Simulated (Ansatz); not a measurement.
How Sb stores the work of compression

Computed with DFT PBEsol, scalar-relativistic, plane waves, PAW (Ansatz). (420 eV cutoff, 15×15×8 k-mesh, Gaussian smearing of 0.10 eV, no spin polarisation)

Reference structure (relaxed):

```xyz
2
Lattice="3.3152 0.0000 0.0000 -1.6576 2.8710 0.0000 0.0000 0.0000 5.4956" Properties=species:S:1:pos:R:3 pbc="T T T"
Sb    0.0000    1.9140    1.3739
Sb    1.6576    0.9570    4.1217
```

Cell and atoms were relaxed at each target pressure within the start's symmetry (P6_3/mmc), at zero temperature; other phases can be more stable under pressure. H = E + PV with P the target; E is the free energy at the smearing used, whose derivative the pressure is, per atom and counted from zero pressure. The mesh named is that at zero pressure; some other pressures ran on another.

| P (GPa) | V (Å³/atom) | E − E0 (meV) | H − H0 (meV) |
| --- | --- | --- | --- |
| 0 | 26.154 | 0.0 | 0.0 |
| 1 | 25.785 | 1.1 | 162.1 |
| 4 | 24.831 | 15.7 | 635.6 |
| 12 | 22.936 | 107.2 | 1825.1 |
| 25 | 20.950 | 330.4 | 3599.4 |
| 50 | 18.620 | 856.7 | 6667.4 |
| 90 | 16.463 | 1771.8 | 11019.4 |

Q: Thermodynamics gives dH/dP = V along a relaxed path. Integrate V over P by the trapezoid rule and compare with the computed enthalpies.

A: With 1 eV/Å³ = 160.22 GPa, each step adds the mean volume times ΔP / 160.22:
```tsv
P (GPa)	∫V dP (meV)	H − H0 (meV)	difference (meV)
1	162.1	162.1	0.0
4	636.0	635.6	0.3
12	1828.5	1825.1	3.4
25	3608.9	3599.4	9.5
50	6696.1	6667.4	28.7
90	11075.4	11019.4	56.0
```

V(P) curves upward, so the trapezoid rule runs high; integrating a smooth curve through the same points puts that excess at about 50.4 meV at 90 GPa, against the 56.0 meV found. What is left comes from the shape of V(P) between points this far apart, and from the mesh, the smearing and the stress tolerance.

Q: At 90 GPa, how much of the enthalpy change is stored energy and how much is the PV term?

A: E rises by 1772 meV/atom and PV is 90 × 16.463 / 160.22 = 9248 meV/atom, so PV makes 84 % of ΔH. So between rival structures at high pressure a small difference in volume can outweigh the difference in energy: 1 % of this volume is worth 92.5 meV/atom at this pressure.

Q: What bulk modulus do the lowest pressures give, and how is the compression shared among the axes?

A: From the pressures that the runs reached, -1.01 GPa (26.551 Å³) and 1.00 GPa (25.785 Å³), B = −ΔP/Δln V = 2.01 / 0.0293 = 69 GPa, a mean over that range. The linear compressibilities −Δln(length)/ΔP are 4.45 along a, 4.45 along b, 5.66 along c (in TPa⁻¹). With fixed angles they add up to 1/B: 14.56 against 14.56. Softest: c, at 39 % of the volume change per axis.

This form isn't the element's structure at ambient conditions.